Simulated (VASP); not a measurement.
Input of a VASP 6.6.1 run:

The input INCAR:

```
SYSTEM = MoSe2
PREC = Accurate
ENCUT = 520
EDIFF = 1E-6
ISMEAR = -1
SIGMA = 0.05
LREAL = .False.
LASPH = .True.
NELM = 100
ALGO = Normal
ISIF = 2
LWAVE = .False.
LCHARG = .False.
LMAXMIX = 4
METAGGA = SCAN
LMIXTAU = .True.
```

Contents of KPOINTS:

```
regular mesh
0
Gamma
  9 9 2
  0 0 0
```

Contents of POSCAR:

```
MoSe2
1.0
    3.2880000000      0.0000000000      0.0000000000
   -1.6440000000      2.8474915276      0.0000000000
    0.0000000000      0.0000000000     12.9000000000
Mo Se
2 4
Direct
    0.6666666667      0.3333333333      0.7500000000
    0.3333333333      0.6666666667      0.2500000000
    0.6666666667      0.3333333333      0.3750000000
    0.3333333333      0.6666666667      0.8750000000
    0.6666666667      0.3333333333      0.1250000000
    0.3333333333      0.6666666667      0.6250000000
```

The input KPOINTS_OPT:

```
path GMKGALHA,LM,KH
20
line-mode
reciprocal
 0.0000000000  0.0000000000  0.0000000000  G
 0.5000000000  0.0000000000  0.0000000000  M

 0.5000000000  0.0000000000  0.0000000000  M
 0.3333333333  0.3333333333  0.0000000000  K

 0.3333333333  0.3333333333  0.0000000000  K
 0.0000000000  0.0000000000  0.0000000000  G

 0.0000000000  0.0000000000  0.0000000000  G
 0.0000000000  0.0000000000  0.5000000000  A

 0.0000000000  0.0000000000  0.5000000000  A
 0.5000000000  0.0000000000  0.5000000000  L

 0.5000000000  0.0000000000  0.5000000000  L
 0.3333333333  0.3333333333  0.5000000000  H

 0.3333333333  0.3333333333  0.5000000000  H
 0.0000000000  0.0000000000  0.5000000000  A

 0.5000000000  0.0000000000  0.5000000000  L
 0.5000000000  0.0000000000  0.0000000000  M

 0.3333333333  0.3333333333  0.0000000000  K
 0.3333333333  0.3333333333  0.5000000000  H
```

Potentials or basis: VASP PAW PBE potentials, release 64 (Mo_sv, Se).

The run is started by

```bash
$ cat potpaw_PBE.64/Mo_sv/POTCAR potpaw_PBE.64/Se/POTCAR > POTCAR
$ mpirun -np 1 vasp_std > vasp.out
```

Q: Predict the band gap along the path.

A: 0.98 eV, indirect (least direct gap 1.48 eV).

Q: What does it give for the pressure?

A: 5.5 GPa.

Q: Predict the band gap on the k mesh.

A: 0.98 eV, indirect (least direct gap 1.49 eV).

Q: Predict the largest force.

A: 0.818 eV/Å.

Levels at the corners of the path, in eV from the valence-band top:
| point | band 22 | band 23 | band 24 | band 25 | band 26 | band 27 | band 28 | band 29 | band 30 | band 31 |
| --- | --- | --- | --- | --- | --- | --- | --- | --- | --- | --- |
| Γ | -1.93 | -1.93 | -1.10 | -0.95 | 0.00 | 2.57 | 2.57 | 2.62 | 2.62 | 2.83 |
| M | -2.35 | -1.51 | -1.40 | -1.31 | -1.29 | 1.52 | 1.57 | 1.89 | 2.15 | 3.03 |
| M | -2.35 | -1.51 | -1.40 | -1.31 | -1.29 | 1.52 | 1.57 | 1.89 | 2.15 | 3.03 |
| K | -3.80 | -2.59 | -2.59 | -0.68 | -0.50 | 0.98 | 0.98 | 1.94 | 2.88 | 2.90 |
| K | -3.80 | -2.59 | -2.59 | -0.68 | -0.50 | 0.98 | 0.98 | 1.94 | 2.88 | 2.88 |
| Γ | -1.93 | -1.93 | -1.10 | -0.95 | 0.00 | 2.57 | 2.57 | 2.62 | 2.62 | 2.83 |
| Γ | -1.93 | -1.93 | -1.10 | -0.95 | 0.00 | 2.57 | 2.57 | 2.62 | 2.62 | 2.82 |
| A | -1.95 | -1.95 | -1.95 | -0.21 | -0.21 | 2.58 | 2.58 | 2.58 | 2.59 | 2.92 |
| A | -1.95 | -1.95 | -1.95 | -0.21 | -0.21 | 2.58 | 2.58 | 2.58 | 2.58 | 2.92 |
| L | -2.49 | -1.41 | -1.41 | -1.33 | -1.33 | 1.54 | 1.54 | 2.03 | 2.03 | 3.46 |
| L | -2.49 | -1.41 | -1.41 | -1.33 | -1.33 | 1.54 | 1.54 | 2.03 | 2.03 | 3.46 |
| H | -3.48 | -2.74 | -2.74 | -0.60 | -0.60 | 0.98 | 0.98 | 2.40 | 2.40 | 2.92 |
| H | -3.48 | -2.74 | -2.74 | -0.60 | -0.60 | 0.98 | 0.98 | 2.40 | 2.40 | 2.92 |
| A | -1.95 | -1.95 | -1.95 | -0.21 | -0.21 | 2.58 | 2.58 | 2.58 | 2.58 | 2.92 |
| L | -2.49 | -1.41 | -1.41 | -1.33 | -1.33 | 1.54 | 1.54 | 2.03 | 2.03 | 3.46 |
| M | -2.35 | -1.51 | -1.40 | -1.31 | -1.29 | 1.52 | 1.57 | 1.89 | 2.15 | 3.03 |
| K | -3.80 | -2.59 | -2.59 | -0.68 | -0.50 | 0.98 | 0.98 | 1.94 | 2.88 | 2.89 |
| H | -3.48 | -2.74 | -2.74 | -0.60 | -0.60 | 0.98 | 0.98 | 2.40 | 2.40 | 2.92 |

Caveat: the PAW data sets were made with another functional, which shifts forces and pressure a little; the cell's inner coordinates are idealised or old, which leaves forces on the atoms. SCAN opens gaps a little over a GGA but as a rule still falls short of measured ones.
